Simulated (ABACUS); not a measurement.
The system is InAs.

```
CELL_PARAMETERS angstrom
0.00000 3.01800 3.01800
3.01800 0.00000 3.01800
3.01800 3.01800 0.00000
ATOMIC_POSITIONS crystal
In 0.00000 0.00000 0.00000
As 0.75000 0.75000 0.75000
```

| Item | Value |
| --- | --- |
| Program | ABACUS 3.10.1 |
| Task | relaxation of cell and atoms |
| Functional | OLYP |
| Potentials or basis | PseudoDojo NC SR 0.4.1 PBE standard |
| Cutoff | 1143 eV |
| Density cutoff | 4572 eV |
| Basis | plane waves |
| k mesh | 6 × 6 × 6 |
| Occupations | fermi-dirac, width 0.05 eV |
| Spin | no spin polarisation |

At the start: pressure 5.9 GPa; volume 27.49 Å³/atom.

Where does the relaxation end?

Over 3 steps the energy falls by 51.6 meV/atom and the volume is 30.50 Å³/atom (+11.0 %); space group F-43m (No. 216, to 0.05 Å).

The path:
```tsv
step	energy change (eV)	largest force (eV/Å)	pressure (GPa)	volume (Å³)
1	0.0000	0.0000	5.89	54.98
2	-0.0862	0.0000	-1.98	63.74
3	-0.1032	0.0000	0.03	61.00
```

Final structure:
```
In As
1.0
     0.00000    3.12441    3.12441
     3.12441    0.00000    3.12441
     3.12441    3.12441    0.00000
In As
1 1
Direct
  0.00000 0.00000 0.00000
  0.75000 0.75000 0.75000
```

Caveat: the potentials were made for another functional, which shifts forces and pressure; the volume moved by +11 % from the deposited cell, more than functionals usually miss.
